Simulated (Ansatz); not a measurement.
## What strain does to HfS2 (P-3m1)

A 3-atom cell of HfS2 (P-3m1) from a materials database, relaxed with r2SCAN+rVV10 in Ansatz. The symmetry is P-3m1 (No. 164, trigonal); a = 3.630 Å, c = 5.879 Å in the conventional setting, 22.36 Å³ an atom. Around Hf lie 6 S at 2.54 Å; around S lie 3 Hf at 2.54 Å.

The axes x, y and z are those of this cell:
```
Hf S
1.0
     3.63025    0.00000    0.00000
    -1.81512    3.14388    0.00000
     0.00000    0.00000    5.87871
Hf S
1 2
Direct
  0.00000 0.00000 0.00000
  0.66667 0.33333 0.75538
  0.33333 0.66667 0.24462
```

Unstrained: With PBE the valence top lies at k = (-0.083, 0.003, 0.003) and the conduction bottom at L, 1.027 eV higher; the smallest vertical gap, at k = (0, 1/4, 1/4), is 1.893 eV. r2SCAN gives an indirect gap of 1.345 eV, from k = (-0.083, 0.003, 0.003) to L; the least direct gap is 2.241 eV at k = (0, 1/4, 1/4). With HSE06 the valence top lies at k = (-0.083, 0.003, 0.003) and the conduction bottom at L, 1.851 eV higher; the smallest vertical gap, at k = (0, 1/4, 1/4), is 2.821 eV. Meshes: PBE 12×12×4, r2SCAN 12×12×4, HSE06 6×6×4. Strains are changes of length per length. After each strain the atoms were relaxed again with r2SCAN+rVV10 within the symmetry that the strain leaves, so tilts or polar shifts that break it weren't tested; points keep the names that they have in the unstrained zone. Spin-unpolarised throughout; all numbers are computed.

Changes of the least gap in eV (an overlap counts as a negative gap):

| strain | volume change (%) | space group | PBE | r2SCAN | HSE06 |
| --- | --- | --- | --- | --- | --- |
| isotropic +0.83 % on every length | +2.5 | P-3m1 | +0.090 | +0.092 | +0.102 |
| isotropic +4.02 % on every length | +12.6 | P-3m1 | +0.364 | +0.375 | +0.413 |

Isotropic +0.83 % on every length. HSE06: the gap goes from 1.851 to 1.953 eV (+0.102 eV); the edges go from (-0.083, 0.003, 0.003) → L to (-0.109, 0.052, 0) → L. Stress change with PBE, compression positive: xx -1.44, yy -1.44, zz -0.48 GPa.

Isotropic +4.02 % on every length. HSE06: the gap goes from 1.851 to 2.264 eV (+0.413 eV); the edges go from (-0.083, 0.003, 0.003) → L to Γ–K (0.22) → L. Stress change with PBE, compression positive: xx -5.92, yy -5.92, zz -1.66 GPa.

No spin-orbit coupling is included; it can move band edges with weight on the heavy atoms by tenths of an eV.

Where an edge lies off the special points, it is a point of the mesh or the k point where a search put PBE's edge or least direct gap, reused for the other functionals, whose own edges may lie a little apart.

Coordinates of k points refer to the reciprocal vectors of the primitive cell of the runs.

The meshes of the hybrids are coarse, so their gaps aren't converged to the digits shown.
